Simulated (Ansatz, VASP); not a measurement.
GaP in VASP and in Ansatz

File INCAR:

```
SYSTEM = GaP
  ALGO = Normal
  EDIFF = 1E-6
  ENCUT = 520
  GGA = PS
  ISIF = 2
  ISMEAR = 0
  LASPH = .TRUE.
  LCHARG = .FALSE.
  LREAL = .FALSE.
  LWAVE = .FALSE.
  NBANDS = 16
  NELM = 60
  PREC = Accurate
  SIGMA = 0.05
```

File KPOINTS:

```
k-points
0
G
  10 10 10
  0 0 0
```

Contents of POSCAR:

```
GaP
1.0
    0.0000000000      2.6713626843      2.7437989773
    2.7437989773      0.0000000000      2.7437989773
    2.7437989773      2.6713626843      0.0000000000
Ga P
1 1
Direct
    0.0000000000      0.0000000000      0.0000000000
    0.7500000000      0.7500000000      0.7500000000
```

Input for Ansatz:

```yaml
crystal:
  lattice:
    - [0.0, 2.6713626843, 2.7437989773]
    - [2.7437989773, 0.0, 2.7437989773]
    - [2.7437989773, 2.6713626843, 0.0]
  atoms:
    - { symbol: Ga, position: [0.0, 0.0, 0.0] }
    - { symbol: P, position: [0.75, 0.75, 0.75] }
basis:
  ecutwfc: 420
kpoints:
  mp_grid: { grid: [10, 10, 10] }
hamiltonian:
  xc: pbesol
  pseudopotentials: { kind: paw, azcp: { folder: soft_1 } }
scf:
  occupations: { method: gaussian, width: 0.05 }
output:
  forces: true
  stress: true
  eigenvalues: true
```

Alike in both runs: task single point; functional PBEsol; k mesh 10 × 10 × 10; occupations gaussian, width 0.05 eV; no spin polarisation.

|  | VASP | Ansatz |
| --- | --- | --- |
| version | VASP 6.6.1 | Ansatz 0.2.0 |
| potentials or method | VASP PAW PBE potentials, release 64 (Ga_d, P) | scalar-relativistic, plane waves, PAW |
| plane-wave cutoff (eV) | 520 | 420 |
| valence electrons in the cell | 18 | 18 |

```csv
,VASP,Ansatz,Ansatz less VASP
gap on the k mesh at the Fermi level (eV),1.22,1.22,-0.001
least direct gap on the mesh (eV),1.70,1.69,-0.007
pressure (GPa),-0.1,0.0,+0.11
largest component of the traceless stress (GPa),1.27,1.26,-0.006
```

The functional is the same, so the differences come from potentials, cutoffs and numerics. Ansatz warned: «pseudo_functional_mismatch».

Caveats: the PAW data sets were made with another functional, which shifts forces and pressure a little (VASP). A k mesh can miss the band edges.
